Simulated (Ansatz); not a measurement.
All numbers below come from DFT PBE, scalar-relativistic, plane waves, PAW (Ansatz 0.2.0). Settings: cutoff 420 eV, Γ-centred meshes spaced at most about 0.3 Å⁻¹, and about 0.25 Å⁻¹ or finer for metals (2π included), Gaussian smearing. No spin polarisation.

These are static total energies at zero pressure.

Two forms of In4Sb were relaxed alike.

A.

Space group P-43m (No. 215). a = 5.522 Å, b = 5.522 Å, c = 5.522 Å, α = 90.00°, β = 90.00°, γ = 90.00°
```json
{"atom": "In", "site": "4e", "symmetry": ".3m", "x": "0.3023", "y": "0.3023", "z": "0.3023"}
{"atom": "Sb", "site": "1a", "symmetry": "-43m", "x": "0.0000", "y": "0.0000", "z": "0.0000"}
```

B.

Space group Cmmm (No. 65). a = 8.880 Å, b = 10.456 Å, c = 3.282 Å, α = 90.00°, β = 90.00°, γ = 90.00°
```tsv
atom	site	symmetry	x	y	z
In	4h	2mm	0.1693	0.0000	0.5000
In	4e	..2/m	0.2500	0.2500	0.0000
Sb	2b	mmm	0.5000	0.0000	0.0000
```

Question: Which form is favoured at zero pressure, and by what margin per atom?

Answer: B is lower, by 98 meV/atom. A has space group P-43m (No. 215), 33.7 Å³/atom and no gap on its mesh; B has space group Cmmm (No. 65), 30.5 Å³/atom and no gap. Counting In atoms around Sb (those within 1.25 times the shortest such distance or 1.15 times the sum of covalent radii; the shortest distance is added where it is long for a bond), A has Sb 4 and B has Sb 8 from 3.4 Å. The denser one is the lower, and pressure would at first widen the difference. Even the lower one lies +0.09 eV/atom against the reference forms of the elements (uncorrected), so neither is stable at this level. In A, In has 1 Sb at 2.89 Å and 3 In at 3.09 Å; around Sb lie 4 In at 2.89 Å. In B, In on a site of symmetry 2mm has 7 In at 3.01–3.28 Å and 2 Sb at 3.36 Å; In on a site of symmetry 2/m has 6 In at 3.17–3.28 Å and 2 Sb at 3.43 Å; Sb is surrounded by 2 Sb at 3.28 Å and 8 In at 3.36–3.43 Å. Both come from invented guesses.

Spin–orbit coupling, which can matter for Sb, is left out. Cells relaxed within their symmetry can be saddle points.
